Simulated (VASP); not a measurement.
# GaN (F-43m) in VASP: further runs

One crystal, GaN, is run at these levels: PBEsol, r2SCAN; tasks: single point.

Everything below comes from runs of VASP 6.6.1. Logs are shortened: lines on timing, memory, paths and dates and some standing lists are left out, and cuts for length are marked.

**The experiment to reproduce.**

A printed reference work, textbook reports, for a bulk crystal of GaN at 0 K: band gap 3.299 eV (direct).

How close the calculation comes is told below.

### Step 1. Starting point

The structure is cubic, space group F-43m (No. 216). The conventional cell has a = 4.494 Å, b = 4.494 Å, c = 4.494 Å, α = 90.00°, β = 90.00°, γ = 90.00°. Ga (site symmetry -43m) is surrounded by 4 N at 1.95 Å. N (site symmetry -43m) has 4 Ga at 1.95 Å as nearest neighbours.

The cell is a database's computed one.

### Step 2. Single point, PBEsol

INCAR

```
SYSTEM = GaN
  PREC = Accurate
  ENCUT = 900
  EDIFF = 1E-6
  ISMEAR = 0
  SIGMA = 0.02
  LREAL = .FALSE.
  LASPH = .TRUE.
  NELM = 100
  ALGO = Normal
  ISIF = 2
  LWAVE = .FALSE.
  LCHARG = .FALSE.
  GGA = PS
  NBANDS = 16
```

KPOINTS

```
Automatic mesh
0
G
  10 10 10
  0 0 0
```

POSCAR

```
GaN
1.0
    0.0000000000      2.2472400000      2.2472400000
    2.2472400000      0.0000000000      2.2472400000
    2.2472400000      2.2472400000      0.0000000000
Ga N
1 1
Direct
    0.0000000000      0.0000000000      0.0000000000
    0.2500000000      0.2500000000      0.2500000000
```

Potentials or basis: VASP PAW PBE potentials, release 64 (Ga_h, N_h).

On the command line:

```
> cat potpaw_PBE.64/Ga_h/POTCAR potpaw_PBE.64/N_h/POTCAR > POTCAR
> mpirun -np 1 vasp_std > vasp.out
```

OUTCAR:

```text
SYSTEM = GaN
   PREC = Accurate
   ENCUT = 900
   EDIFF = 1E-6
   ISMEAR = 0
   LREAL = .FALSE.
   LASPH = .TRUE.
   NELM = 100
   ISIF = 2
   GGA = PS

 ion  position               nearest neighbor table
   1  0.000  0.000  0.000-   2 1.95   2 1.95   2 1.95   2 1.95
   2  0.250  0.250  0.250-   1 1.95   1 1.95   1 1.95   1 1.95

  LATTYP: Found a face centered cubic cell.
 ALAT       =     4.4944800000

  Lattice vectors:

 A1 = (   0.0000000000,   2.2472400000,   2.2472400000)
 A2 = (   2.2472400000,   0.0000000000,   2.2472400000)
 A3 = (   2.2472400000,   2.2472400000,   0.0000000000)

Analysis of symmetry for initial positions (statically):
=====================================================================
 Subroutine PRICEL returns:
 Original cell was already a primitive cell.

 Routine SETGRP: Setting up the symmetry group for a
 face centered cubic supercell.

 Subroutine GETGRP returns: Found 24 space group operations
 (whereof 24 operations were pure point group operations)
 out of a pool of 48 trial point group operations.

The static configuration has the point symmetry T_d .

Analysis of symmetry for dynamics (positions and initial velocities):
=====================================================================
 Subroutine PRICEL returns:
 Original cell was already a primitive cell.

 Routine SETGRP: Setting up the symmetry group for a
 face centered cubic supercell.

 Subroutine GETGRP returns: Found 24 space group operations
 (whereof 24 operations were pure point group operations)
 out of a pool of 48 trial point group operations.

The dynamic configuration has the point symmetry T_d .

 Subroutine INISYM returns: Found 24 space group operations
 (whereof 24 operations are pure point group operations),
 and found     1 'primitive' translations

----------------------------------------------------------------------------------------

                                     Primitive cell

  volume of cell :      22.6975

  direct lattice vectors                    reciprocal lattice vectors
     0.000000000  2.247240000  2.247240000    -0.222495150  0.222495150  0.222495150
     2.247240000  0.000000000  2.247240000     0.222495150 -0.222495150  0.222495150
     2.247240000  2.247240000  0.000000000     0.222495150  0.222495150 -0.222495150

  length of vectors
     3.178077286  3.178077286  3.178077286     0.385372904  0.385372904  0.385372904

  position of ions in fractional coordinates (direct lattice)
     0.000000000  0.000000000  0.000000000
     0.250000000  0.250000000  0.250000000

  ion indices of the primitive-cell ions
   primitive index   ion index
                 1           1
                 2           2

----------------------------------------------------------------------------------------

 KPOINTS: Automatic mesh

Automatic generation of k-mesh.
 Grid dimensions read from file:
 generate k-points for:   10   10   10

 Generating k-lattice:

  Cartesian coordinates                     Fractional coordinates (reciprocal lattice)
    -0.022249515  0.022249515  0.022249515     0.100000000  0.000000000  0.000000000
     0.022249515 -0.022249515  0.022249515     0.000000000  0.100000000  0.000000000
     0.022249515  0.022249515 -0.022249515     0.000000000  0.000000000  0.100000000

  Length of vectors
     0.038537290  0.038537290  0.038537290

  Shift w.r.t. Gamma in fractional coordinates (k-lattice)
     0.000000000  0.000000000  0.000000000

 Subroutine IBZKPT returns following result:
 ===========================================

 Found     47 irreducible k-points:

 Following reciprocal coordinates:
            Coordinates               Weight
  0.000000  0.000000  0.000000      1.000000
  0.100000  0.000000  0.000000      8.000000
  0.200000  0.000000  0.000000      8.000000
  0.300000  0.000000  0.000000      8.000000
  0.400000  0.000000  0.000000      8.000000
  0.500000  0.000000  0.000000      4.000000
[... 16 lines left out ...]
  0.300000  0.300000  0.000000      6.000000
  0.400000  0.300000  0.000000     24.000000
 [... further k-points ...]
   k-points           NKPTS =     47   k-points in BZ     NKDIM =     47   number of bands    NBANDS=     16
   number of dos      NEDOS =    301   number of ions     NIONS =      2
   total plane-waves  NPLWV =  32768
   dimension x,y,z NGX =    32 NGY =   32 NGZ =   32
   dimension x,y,z NGXF=    64 NGYF=   64 NGZF=   64
   ions per type =               1   1
   NGX,Y,Z   is equivalent  to a cutoff of  16.74, 16.74, 16.74 a.u.
   NGXF,Y,Z  is equivalent  to a cutoff of  33.48, 33.48, 33.48 a.u.
 SYSTEM =  GaN
   PREC   = accura    normal or accurate (medium, high low for compatibility)
   ISTART =      0    job   : 0-new  1-cont  2-samecut
   ICHARG =      2    charge: 1-file 2-atom 10-const
   ISPIN  =      1    spin polarized calculation?
   LNONCOLLINEAR =      F non collinear calculations
   LSORBIT =      F    spin-orbit coupling
   LASPH  =      T    aspherical Exc in radial PAW
   ENCUT  =  900.0 eV  66.15 Ry    8.13 a.u.   7.77  7.77  7.77*2*pi/ulx,y,z
   NELM   =    100;   NELMIN=  2; NELMDL= -5     # of ELM steps
   EDIFF  = 0.1E-05   stopping-criterion for ELM
   LREAL  =      F    real-space projection
   EDIFFG = 0.1E-04   stopping-criterion for IOM
   NSW    =      0    number of steps for IOM
   IBRION =     -1    ionic relax: 0-MD 1-quasi-New 2-CG
   NFREE  =      0    steps in history (QN), initial steepest desc. (CG)
   ISIF   =      2    stress and relaxation
   ISYM   =      2    0-nonsym 1-usesym 2-fastsym
   POTIM  = 0.5000    time-step for ionic-motion
   TEBEG  =    0.0;   TEEND  =   0.0 temperature during run
   PSTRESS=    0.0 pullay stress
   NELECT =      18.0000    total number of electrons
   NUPDOWN=      -1.0000    fix difference up-down
   EMIN   =  10.00;   EMAX   =-10.00  energy-range for DOS
   EFERMI =   0.00;   METHOD = LEGACY
   ISMEAR =     0;   SIGMA  =   0.02  broadening in eV -4-tet -1-fermi 0-gaus
   EFERMI_NEDOS =   21; number of points for ismear=-14 and -15
   IALGO  =     38    algorithm
   IMIX   =      4    mixing-type and parameters
     AMIX     =   0.40;   BMIX     =  1.00
     AMIX_MAG =   1.60;   BMIX_MAG =  1.00
  volume/ion in A,a.u.               =      11.35        76.59
  Fermi-wavevector in a.u.,A,eV,Ry     =   1.515326  2.863552 31.241893  2.296214
  Thomas-Fermi vector in A             =   2.624865
   LORBIT       =      0    0 simple, 1 ext, 2 COOP (PROOUT), +10 PAW based schemes
   GGA     = PS    functional components
   LHFCALC =     F    Hartree Fock is set to
   AEXX    =    0.0000 exact exchange contribution
   IVDW    =     0    specifies the selected vdW correction
   LEPSILON=     F    determine dielectric tensor
   LRPA    =     F    only Hartree local field effects (RPA)
 non-spin polarized calculation
 Gauss-broadening in eV      SIGMA  =   0.02
  energy-cutoff  :      900.00
  volume of cell :       22.70
 maximum number of plane-waves:      1411
   NGX = 15   NGY = 15   NGZ = 15

 number of electron      17.9999996 magnetization

 Free energy of the ion-electron system (eV)
  ---------------------------------------------------
  ext. energy  EPLUGINS =         0.00000000
  ---------------------------------------------------
  free energy    TOTEN  =       -13.11470680 eV

  energy without entropy =      -13.11470680  energy(sigma->0) =      -13.11470680

 E-fermi :   6.9292     XC(G=0): -11.8625

 val. band max:        6.7800618927   @ k =   0.0000   0.0000   0.0000
 cond. band min:       8.5033112667   @ k =   0.0000   0.0000   0.0000
 fundamental gap:      1.7232493739
 Fermi energy:         6.9292012462

 k-point     1 :       0.0000    0.0000    0.0000
  band No.  band energies     occupation
      1      -9.2292      2.00000
      2      -6.6649      2.00000
      3      -6.6649      2.00000
      4      -6.6649      2.00000
      5      -6.3335      2.00000
      6      -6.3335      2.00000
[... 8 lines left out ...]
     15      25.4525      0.00000
     16      25.4525      0.00000

 k-point     2 :       0.1000    0.0000    0.0000
  band No.  band energies     occupation
      1      -9.1151      2.00000
      2      -6.6508      2.00000
      3      -6.6508      2.00000
      4      -6.6275      2.00000
      5      -6.3349      2.00000
      6      -6.3349      2.00000
[... 8 lines left out ...]
     15      24.1434      0.00000
     16      24.1678      0.00000

 k-point     3 :       0.2000    0.0000    0.0000
  band No.  band energies     occupation
      1      -8.8257      2.00000
      2      -6.6181      2.00000
      3      -6.6181      2.00000
      4      -6.4682      2.00000
      5      -6.3337      2.00000
      6      -6.3337      2.00000
[... 8 lines left out ...]
     15      23.3850      0.00000
     16      23.3850      0.00000

 k-point     4 :       0.3000    0.0000    0.0000
  band No.  band energies     occupation
      1      -8.5147      2.00000
      2      -6.5892      2.00000
      3      -6.5892      2.00000
      4      -6.3196      2.00000
      5      -6.3196      2.00000
      6      -6.0716      2.00000
[... 8 lines left out ...]
     15      23.8865      0.00000
     16      23.8865      0.00000
[... 324 lines left out ...]
 k-point    22 :      -0.2000    0.2000    0.0000
  band No.  band energies     occupation
      1      -8.4194      2.00000
      2      -6.5727      2.00000
      3      -6.5570      2.00000
      4      -6.3568      2.00000
      5      -6.3492      2.00000
      6      -5.8911      2.00000
[... 8 lines left out ...]
     15      24.0454      0.00000
     16      27.2313      0.00000

 k-point    23 :       0.3000    0.3000    0.0000
  band No.  band energies     occupation
      1      -8.3285      2.00000
      2      -6.5173      2.00000
      3      -6.4683      2.00000
      4      -6.4683      2.00000
      5      -6.2814      2.00000
      6      -5.8793      2.00000
[... 8 lines left out ...]
     15      28.6005      0.00000
     16      29.1816      0.00000

 k-point    24 :       0.4000    0.3000    0.0000
  band No.  band energies     occupation
      1      -8.2043      2.00000
      2      -6.5353      2.00000
      3      -6.4330      2.00000
      4      -6.4322      2.00000
      5      -6.2709      2.00000
      6      -5.4156      2.00000
[... 8 lines left out ...]
     15      29.0208      0.00000
     16      29.0263      0.00000

 [... further k-points ...]

------------------------ aborting loop because EDIFF is reached ----------------------------------------

  FORCE on cell =-STRESS in cart. coord.  units (eV):
  Direction    XX          YY          ZZ          XY          YZ          ZX
  --------------------------------------------------------------------------------------
  -------------------------------------------------------------------------------------
  Total        0.0874067      0.0874067      0.0874067     -0.0000000      0.0000000     -0.0000000
  in kB        6.1698797      6.1698797      6.1698797     -0.0000000      0.0000000     -0.0000000
  external PRESSURE =       6.1698797 kB  Pullay stress =       0.0000000 kB

 VOLUME and BASIS-vectors are now :
 -----------------------------------------------------------------------------
  energy-cutoff  :      900.00
  volume of cell :       22.70
      direct lattice vectors                 reciprocal lattice vectors
     0.000000000  2.247240000  2.247240000    -0.222495150  0.222495150  0.222495150
     2.247240000  0.000000000  2.247240000     0.222495150 -0.222495150  0.222495150
     2.247240000  2.247240000  0.000000000     0.222495150  0.222495150 -0.222495150

 POSITION                                       TOTAL-FORCE (eV/Angst)
 -----------------------------------------------------------------------------------
      0.00000      0.00000      0.00000         0.000000      0.000000      0.000000
      1.12362      1.12362      1.12362        -0.000000     -0.000000     -0.000000
 -----------------------------------------------------------------------------------
    total drift:                                0.000001      0.000001      0.000001

  FREE ENERGIE OF THE ION-ELECTRON SYSTEM (eV)
  ---------------------------------------------------
  free  energy   TOTEN  =       -13.1147067974 eV

  energy  without entropy=      -13.1147067974  energy(sigma->0) =      -13.11470680
```

Wall time 30 s (1 thread of Intel Xeon Platinum 8488C (Sapphire Rapids), shared host); peak memory 0.18 GiB.

Results:

| Item | Value |
| --- | --- |
| Free energy | -13.1147 eV |
| Pressure | 0.6 GPa |
| Band gap on the k mesh | 1.72 eV, direct |

Caveat: the cutoff is under 1.25 times the usual one of these potentials, so pressure, stress and relaxed cells hold a basis-set (Pulay) error; the PAW data sets were made with another functional, which shifts forces and pressure a little.

### Step 3. Single point, r2SCAN

INCAR: that of step 2 with these lines changed.

```diff
@@ -2,3 +2,3 @@
   PREC = Accurate
-  ENCUT = 900
+  ENCUT = 520
   EDIFF = 1E-6
@@ -13,3 +13,4 @@
   LCHARG = .FALSE.
-  GGA = PS
+  METAGGA = R2SCAN
+  LMIXTAU = .TRUE.
   NBANDS = 16
```

KPOINTS is that of step 2.

POSCAR is that of step 2.

Potentials or basis: VASP PAW PBE potentials, release 64 (Ga_d, N).

On the command line:

```
> cat potpaw_PBE.64/Ga_d/POTCAR potpaw_PBE.64/N/POTCAR > POTCAR
> mpirun -np 1 vasp_std > vasp.out
```

OUTCAR:

```text
SYSTEM = GaN
   PREC = Accurate
   ENCUT = 520
   EDIFF = 1E-6
   ISMEAR = 0
   LREAL = .FALSE.
   LASPH = .TRUE.
   NELM = 100
   ISIF = 2
   METAGGA = R2SCAN

 ion  position               nearest neighbor table
   1  0.000  0.000  0.000-   2 1.95   2 1.95   2 1.95   2 1.95
   2  0.250  0.250  0.250-   1 1.95   1 1.95   1 1.95   1 1.95

  LATTYP: Found a face centered cubic cell.
 ALAT       =     4.4944800000

  Lattice vectors:

 A1 = (   0.0000000000,   2.2472400000,   2.2472400000)
 A2 = (   2.2472400000,   0.0000000000,   2.2472400000)
 A3 = (   2.2472400000,   2.2472400000,   0.0000000000)

Analysis of symmetry for initial positions (statically):
=====================================================================
 Subroutine PRICEL returns:
 Original cell was already a primitive cell.

 Routine SETGRP: Setting up the symmetry group for a
 face centered cubic supercell.

 Subroutine GETGRP returns: Found 24 space group operations
 (whereof 24 operations were pure point group operations)
 out of a pool of 48 trial point group operations.

The static configuration has the point symmetry T_d .

Analysis of symmetry for dynamics (positions and initial velocities):
=====================================================================
 Subroutine PRICEL returns:
 Original cell was already a primitive cell.

 Routine SETGRP: Setting up the symmetry group for a
 face centered cubic supercell.

 Subroutine GETGRP returns: Found 24 space group operations
 (whereof 24 operations were pure point group operations)
 out of a pool of 48 trial point group operations.

The dynamic configuration has the point symmetry T_d .

 Subroutine INISYM returns: Found 24 space group operations
 (whereof 24 operations are pure point group operations),
 and found     1 'primitive' translations

----------------------------------------------------------------------------------------

                                     Primitive cell

[... 110 lines left out ...]
     AMIX_MAG =   1.60;   BMIX_MAG =  1.00
  volume/ion in A,a.u.               =      11.35        76.59
  Fermi-wavevector in a.u.,A,eV,Ry     =   1.515326  2.863552 31.241893  2.296214
  Thomas-Fermi vector in A             =   2.624865
   LORBIT       =      0    0 simple, 1 ext, 2 COOP (PROOUT), +10 PAW based schemes
   METAGGA = R2SCAN    functional components
   LHFCALC =     F    Hartree Fock is set to
   AEXX    =    0.0000 exact exchange contribution
   IVDW    =     0    specifies the selected vdW correction
   LEPSILON=     F    determine dielectric tensor
   LRPA    =     F    only Hartree local field effects (RPA)
 non-spin polarized calculation
 Gauss-broadening in eV      SIGMA  =   0.02
  energy-cutoff  :      520.00
  volume of cell :       22.70
 maximum number of plane-waves:       620
   NGX = 11   NGY = 11   NGZ = 11

 number of electron      18.0000010 magnetization

 Free energy of the ion-electron system (eV)
  ---------------------------------------------------
  ext. energy  EPLUGINS =         0.00000000
  ---------------------------------------------------
  free energy    TOTEN  =       -21.89587856 eV

  energy without entropy =      -21.89587856  energy(sigma->0) =      -21.89587856

 E-fermi :   5.2716     XC(G=0): -12.6840

 val. band max:        5.1073449225   @ k =   0.0000   0.0000   0.0000
 cond. band min:       7.2823459174   @ k =   0.0000   0.0000   0.0000
 fundamental gap:      2.1750009949
 Fermi energy:         5.2716471344

 k-point     1 :       0.0000    0.0000    0.0000
  band No.  band energies     occupation
      1     -11.6954      2.00000
      2      -8.7296      2.00000
      3      -8.7296      2.00000
      4      -8.7295      2.00000
      5      -8.3698      2.00000
      6      -8.3698      2.00000
[... 433 lines left out ...]
      3      -8.4885      2.00000
      4      -8.4853      2.00000
      5      -8.3066      2.00000
      6      -7.5534      2.00000
[... 8 lines left out ...]
     15      28.5083      0.00000
     16      28.6061      0.00000

 [... further k-points ...]

------------------------ aborting loop because EDIFF is reached ----------------------------------------

  FORCE on cell =-STRESS in cart. coord.  units (eV):
  Direction    XX          YY          ZZ          XY          YZ          ZX
  --------------------------------------------------------------------------------------
  -------------------------------------------------------------------------------------
  Total        0.2228529      0.2228529      0.2228529      0.0000000     -0.0000000      0.0000000
  in kB       15.7307887     15.7307887     15.7307887      0.0000000     -0.0000000      0.0000000
  external PRESSURE =      15.7307887 kB  Pullay stress =       0.0000000 kB

 VOLUME and BASIS-vectors are now :
 -----------------------------------------------------------------------------
  energy-cutoff  :      520.00
  volume of cell :       22.70
      direct lattice vectors                 reciprocal lattice vectors
     0.000000000  2.247240000  2.247240000    -0.222495150  0.222495150  0.222495150
     2.247240000  0.000000000  2.247240000     0.222495150 -0.222495150  0.222495150
     2.247240000  2.247240000  0.000000000     0.222495150  0.222495150 -0.222495150

 POSITION                                       TOTAL-FORCE (eV/Angst)
 -----------------------------------------------------------------------------------
      0.00000      0.00000      0.00000         0.000000     -0.000000      0.000000
      1.12362      1.12362      1.12362        -0.000000      0.000000     -0.000000
 -----------------------------------------------------------------------------------
    total drift:                                0.000008      0.000008      0.000008

  FREE ENERGIE OF THE ION-ELECTRON SYSTEM (eV)
  ---------------------------------------------------
  free  energy   TOTEN  =       -21.8958785647 eV

  energy  without entropy=      -21.8958785647  energy(sigma->0) =      -21.89587856
```

Wall time 56 s (1 thread of Intel Xeon Platinum 8488C (Sapphire Rapids), shared host); peak memory 0.15 GiB.

What came out:

| Item | Value |
| --- | --- |
| Free energy | -21.8959 eV |
| Pressure | 1.6 GPa |
| Band gap on the k mesh | 2.17 eV, direct |

Caveat: the PAW data sets were made with another functional, which shifts forces and pressure a little.

### Step 4. How close it comes

Step 2. Against the measured gap of GaN, 3.299 eV (direct; 0 K; a printed reference work, textbook), the calculated 1.72 eV is off by -1.58 eV. Spin-orbit coupling on Ga is left out. The value is that of PBEsol, without temperature or zero-point motion. Semilocal functionals fall short of measured gaps as a rule. The cell is a database's relaxed one, not the measured one, which moves gaps too.

Step 3. A measured gap of GaN is 3.299 eV (direct; 0 K; a printed reference work, textbook); the calculated 2.17 eV misses it by -1.12 eV. Spin-orbit coupling on Ga is left out. The value is that of r2SCAN, without temperature or zero-point motion. The cell is a database's relaxed one, not the measured one, which moves gaps too.
